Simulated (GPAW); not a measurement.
The system is MoS2.

```
CELL_PARAMETERS angstrom
3.22746 0.00000 0.00000
-1.61373 2.79507 0.00000
0.00000 0.00000 6.31247
ATOMIC_POSITIONS crystal
Mo 0.00000 0.00000 0.50000
S 0.66667 0.33333 0.74468
S 0.33333 0.66667 0.25532
```

Measurements of this composition are mostly on another form, of space group No. 194.

Program: GPAW 26.7.0. Alike in all runs: no spin polarisation; cell as given.

Problem. Order these runs on this cell by their pressure, lowest first.
A. level PBE; potentials or basis GPAW PAW data sets (gpaw-data 1.2.1), pw; k mesh 9 × 9 × 4; cutoff (eV) 600; smearing gaussian 0.012 eV; mesh quality not flagged
B. level BLYP; potentials or basis PAW data sets generated in the run's folder for this functional, pw; k mesh 9 × 9 × 4; cutoff (eV) 600; smearing fermi-dirac 0.05 eV; eigensolver davidson; band path GMKGALHA,LM,KH; band points 100; mesh quality not flagged
C. level LDA; potentials or basis PAW data sets generated in the run's folder for this functional, pw; k mesh 6 × 6 × 3; cutoff (eV) 510; smearing fermi-dirac 0.01 eV; mesh quality coarse

Solution. C (-6.4 GPa), A (1.0 GPa), B (7.2 GPa).

Caveats: some runs use coarse meshes; this functional lacks dispersion, which binds the layers, so the pressure and a relaxed spacing across them are unreliable (some runs); the cutoff is short for stress and forces, so pressures can be off by a GPa or more (some runs).
